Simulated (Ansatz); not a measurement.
# SiO2: the cost of one run

Program: Ansatz 0.2.0. Level of theory: DFT PBE+D3(BJ), scalar-relativistic, plane waves, PAW. These are calculated values, not measurements.

1 further run of the same task is left out (set aside as unsound or not needed).

## 1. The system as given

It takes space group R-3m (No. 166, trigonal). The conventional cell has a = 2.687 Å, b = 2.687 Å, c = 13.714 Å, α = 90.00°, β = 90.00°, γ = 120.00°. Around Si (site symmetry -3m) lie 6 O at 1.80 Å. O (site symmetry 3m) is surrounded by 3 Si at 1.80 Å.

As a file:

```xyz
3
Lattice="1.3437 0.7758 4.5714 -1.3437 0.7758 4.5714 0.0000 -1.5515 4.5714" Properties=species:S:1:pos:R:3 pbc="T T T"
Si    0.0000    0.0000    6.8571
O     0.0000    0.0000   10.5136
O     0.0000    0.0000    3.2006
```

The cell was relaxed beforehand at this level, from a generated guess; it needn't be the stable form of this composition. At a tolerance of 0.02 Å it has space group R-3m (No. 166); it has 9.53 Å³/atom, an uncorrected energy of -2.54 eV/atom over the elements and, on its mesh, gap 6.17 eV.

## 2. Point at V/V0 = 0.97

Contents of input.yaml:

```yaml
crystal:
  lattice:
    - [1.3300974234, 0.7679321054, 4.5251990817]
    - [-1.3300974234, 0.7679321054, 4.5251990817]
    - [0.0, -1.5358642109, 4.5251990817]
  atoms:
    - { symbol: Si, position: [0.5, 0.5, 0.5] }
    - { symbol: O, position: [0.7666236705, 0.7666236705, 0.7666236705] }
    - { symbol: O, position: [0.2333763295, 0.2333763295, 0.2333763295] }
basis:
  ecutwfc: 420
kpoints:
  mp_grid: { grid: [12, 12, 12] }
hamiltonian:
  xc: pbe
  dispersion: d3bj
scf:
  occupations: { method: gaussian, width: 0.02 }
output:
  forces: true
  stress: true
  eigenvalues: true
  write_density: true
  write_potential: true
  elf: true
  volumetric_format: npy
relax:
  adjacent_minimum: "off"
  f_tol: 0.01
  max_steps: 30
  cell: { stress_tol: 0.1, fix: [volume] }
```

The run is started by

```bash
ansatz run input.yaml --threads 1 --pin off --max-ram 2560MiB --backend cpu --events-out ev --progress --plain --runs-dir out
```

Q: Estimate wall time and peak memory on 1 thread of AMD EPYC 7R43 (Zen 3), shared host.

About 23 s, with a peak of 0.42 GiB.
